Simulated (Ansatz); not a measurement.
This cell of CaF₂ (fluorite) is off equilibrium:

```yaml
crystal:
  lattice:
    - [0.00000, 5.51106, 5.51106]
    - [2.75553, 2.75553, 5.51106]
    - [2.75553, 2.75553, 0.00000]
  atoms:
    - { symbol: Ca, position: [0.00000, 0.00000, 0.00000] }
    - { symbol: Ca, position: [0.50000, 0.00000, 0.00000] }
    - { symbol: F, position: [0.04234, 0.70766, 0.79234] }
    - { symbol: F, position: [0.45766, 0.79234, 0.70766] }
    - { symbol: F, position: [0.95766, 0.29234, 0.20766] }
    - { symbol: F, position: [0.54234, 0.20766, 0.29234] }
```

Level of theory: PBE (plane waves to 420 eV, PAW, scalar-relativistic; Ansatz, a quantum-chemistry and plane-wave program). k mesh 10×10×10 (Γ-centred), Fermi-Dirac smearing 0.05 eV. Stress and pressure are positive under compression. CaF2 was relaxed with its symmetry unable to fall.

### Question
Predict the force on every atom, in eV/Å.

### Answer
```json
[
 {"atom": "Ca1", "Fx": "0.000", "Fy": "0.000", "Fz": "0.000"},
 {"atom": "Ca2", "Fx": "0.000", "Fy": "0.000", "Fz": "0.000"},
 {"atom": "F3", "Fx": "0.000", "Fy": "-0.436", "Fz": "0.000"},
 {"atom": "F4", "Fx": "0.000", "Fy": "0.436", "Fz": "0.000"},
 {"atom": "F5", "Fx": "0.000", "Fy": "0.436", "Fz": "0.000"},
 {"atom": "F6", "Fx": "0.000", "Fy": "-0.436", "Fz": "0.000"}
]
```

### Question
What is the stress tensor (GPa)?

### Answer
```
   2.79     0.00     0.00
   0.00     1.68     0.00
   0.00     0.00     1.84
```
The pressure, a third of the trace, is 2.10 GPa.

(A displaced cell: forces are minus the slopes of the energy, force constants its curvatures, and phonons follow from these.)
